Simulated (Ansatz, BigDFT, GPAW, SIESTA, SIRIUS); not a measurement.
# Cost and result for the bulk modulus of NaCl

Symmetry: Fm-3m, No. 225, cubic system. Conventional cell: a = 5.588 Å, b = 5.588 Å, c = 5.588 Å, α = 90.00°, β = 90.00°, γ = 90.00°. Cl (site symmetry m-3m) has 6 Na at 2.79 Å as nearest neighbours. Na (site symmetry m-3m) has 6 Cl at 2.79 Å as nearest neighbours.

The cell is a database's computed one, not the measured one.

| rung | level | program and potentials | cutoff (eV) | k mesh | smearing | core time | chip | bulk modulus (GPa) | notes |
| --- | --- | --- | --- | --- | --- | --- | --- | --- | --- |
| GGA | PBEsol | Ansatz, Ansatz PAW | 420 | 8 × 8 × 8 | fermi-dirac 0.05 | 5.3 s | Intel Xeon | 25.9 | potentials made for PBE, which Ansatz adapts in part |
| GGA | PBEsol | Ansatz, Ansatz PAW (files of its older set among them) | 700 | 8 × 8 × 8 | fermi-dirac 0.05 | 11 s | Intel Xeon | 25.8 | potentials made for PBE, which Ansatz adapts in part |
| GGA | PBEsol | Ansatz, PseudoDojo stringent | 1197 | 8 × 8 × 8 | fermi-dirac 0.05 | 14 s | Intel Xeon | 25.8 | potentials made for PBE |
| GGA | PBEsol | Ansatz, JTH PAW | 1440 | 8 × 8 × 8 | fermi-dirac 0.05 | 21 s | Intel Xeon | 25.7 | potentials made for PBE |
| hybrid | HSE03 | Ansatz, Ansatz PAW | 420 | 4 × 4 × 4 | fermi-dirac 0.05 | 48 s | Arm Neoverse V2 | 25.0 | coarse mesh; potentials made for PBE, which Ansatz adapts in part |
| hybrid | BHLYP | Ansatz, Ansatz PAW | 420 | 4 × 4 × 4 | fermi-dirac 0.05 | 67 s | Arm Neoverse V1 | 26.7 | coarse mesh; potentials made for PBE, which Ansatz adapts in part |
| GGA | PBEsol | SIESTA, files PseudoDojo sr-pbesol-0.4.1-standard, DZP (energy shift 0.003 Ry; two zetas on semicore shells) | - | 8 × 8 × 8 | fermi-dirac 0.05 | 3.1 min | Arm Neoverse V1 | 26.5 | atomic basis |
| GGA | PBEsol | GPAW, PAW data sets generated for this functional | 800 | 8 × 8 × 8 | fermi-dirac 0.05 | 3.4 min | Arm Neoverse N1 | 26.1 | - |
| GGA | PBEsol | SIRIUS, PseudoDojo 0.4.1 PBEsol standard (scalar relativistic) | 1202 | 8 × 8 × 8 | fermi-dirac 0.05 | 4.4 min | Arm Neoverse V1 | 25.8 | - |
| GGA | PBE | BigDFT, UZH-GTH-PBE (Cl q7, Na q1) | - | 5 × 5 × 4 | fixed | 9.4 min | Intel Xeon 6975P-C Granite Rapids | 22.5 | cell of 4 atoms |

Times are single runs on shared hosts and different chips, so they are rough; meshes, cutoffs and the tasks' sizes weigh on the time. Task: equation of state. All rows: no spin polarisation. Smearing widths are in eV. Meshes differ between rows, which moves values too. Meshes are those of the run's cell of 2 atoms unless a note names another. Runs on faulty files, with rough fits or with known faults for this quantity aren't shown. No row holds spin-orbit coupling.

By rung: GGA 22.5 to 26.1; GGA in atomic bases 26.5; hybrid on coarse meshes 25.0 to 26.7 (GPa).
